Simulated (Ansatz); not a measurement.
**The polar optical mode of AlP at 12 GPa, worked through**

Level of theory: Ansatz 0.2.0, DFT PBEsol, scalar-relativistic, plane waves, PAW. Cutoff 420 eV, 10×10×10 k-points (Γ-centred), fixed occupations. No spin polarisation. Phonons by linear response, acoustic sum rule imposed.

The cell, relaxed at 12 GPa:
```xyz
2
Lattice="0.0000 2.6365 2.6365 2.6365 0.0000 2.6365 2.6365 2.6365 0.0000" Properties=species:S:1:pos:R:3 pbc="T T T"
Al    0.0000    0.0000    0.0000
P     3.9548    3.9548    3.9548
```

Linear response gives ν_TO = 495.1 cm⁻¹, Born charges ±2.169 e (positive on Al) and ε∞ = 8.262. The primitive cell holds 36.655 Å³, and the masses are 26.982 and 30.974 amu.

Question: Find ν_LO and the static dielectric constant.

Answer: The long-wave field adds a restoring force: ω_LO² − ω_TO² = Z*²e²/(ε_vac ε∞ μV). In these units ν_LO² − ν_TO² = 4.92064×10⁷ Z*²/(μ V ε∞) cm⁻², with μ = m₁m₂/(m₁ + m₂) = 14.420 amu: 53019 cm⁻². So ν_LO = √(495.1² + 53019) = 546.0 cm⁻¹, and the run gives 546.0. Lyddane–Sachs–Teller then gives ε0 = ε∞ (ν_LO/ν_TO)² = 10.05, against 10.05 in the run (it forms both from the same three quantities, so the match checks the arithmetic only). Between ν_TO and ν_LO the dielectric function is negative and an undamped crystal reflects fully: a reststrahlen band from 18.3 to 20.2 μm.

Question: What do the Clausius–Mossotti polarisability and the Szigeti charge come to?

Answer: With the Lorentz local field, α = (3V/4π)(ε∞ − 1)/(ε∞ + 2) = 6.19 Å³ for the pair, and e_S = 3Z*/(ε∞ + 2) = 0.63 e. The Born charge includes the electrons' response to the dipole's own local field, and e_S takes that enhancement out. The Lorentz field assumes point-like polarisable ions, a poor picture once ε∞ is this large, since the electron clouds then overlap or are shared, so both numbers are formal here.

Question: How strongly does a slow electron couple to the LO mode?

Answer: For one isotropic parabolic band, Fröhlich's constant is α_F = (1/ε∞ − 1/ε0) √(m* Ry/ħω_LO), with Ry = 13.606 eV, ħω_LO = 67.7 meV and m* in free-electron masses: α_F = 0.0215 × 14.18 × √m* = 0.31 √m*. The band mass isn't part of this run; for m* = 0.1, 0.3 and 1 it gives 0.10, 0.17, 0.31. In weak coupling the polaron lies α_F ħω_LO below the band edge (11 meV at m* = 0.3) with a mass m*(1 + α_F/6); past α_F of about 5 or 6 that expansion fails. A semilocal functional's ε∞ tends to be too large, which taken alone lowers α_F.

Cost: 1 run of about 0.63 core-minutes, on Intel Xeon Platinum 8259CL (Skylake/Cascade Lake) (shared hosts).

Compressed AlP comes out as a mostly covalent polar semiconductor. Its optical mode is stiff because light atoms are held by strong sp³ bonds, while the LO–TO splitting stays modest: the Born charge of 2.169 e is sizeable, but the valence electrons screen the field it sets up. The lattice adds little to the static dielectric constant, raising it only from 8.262 to 10.05, because the stiff TO mode limits how far the ions move in an applied field. The Born charge measures how polarisation changes as the atoms move, including charge flow along the bonds, so it shouldn't be read as a static ionic charge.

The small ionic share of the screening also keeps the Fröhlich coupling weak for all the band masses tried. In zinc-blende AlP the conduction minimum lies near X, where the valleys are ellipsoidal, so an electron polaron there should have a direction-dependent mass, and the single-mass estimate gives only the scale of the coupling. With one pressure computed, the results don't show how compression alters the bond polarity or the splitting.
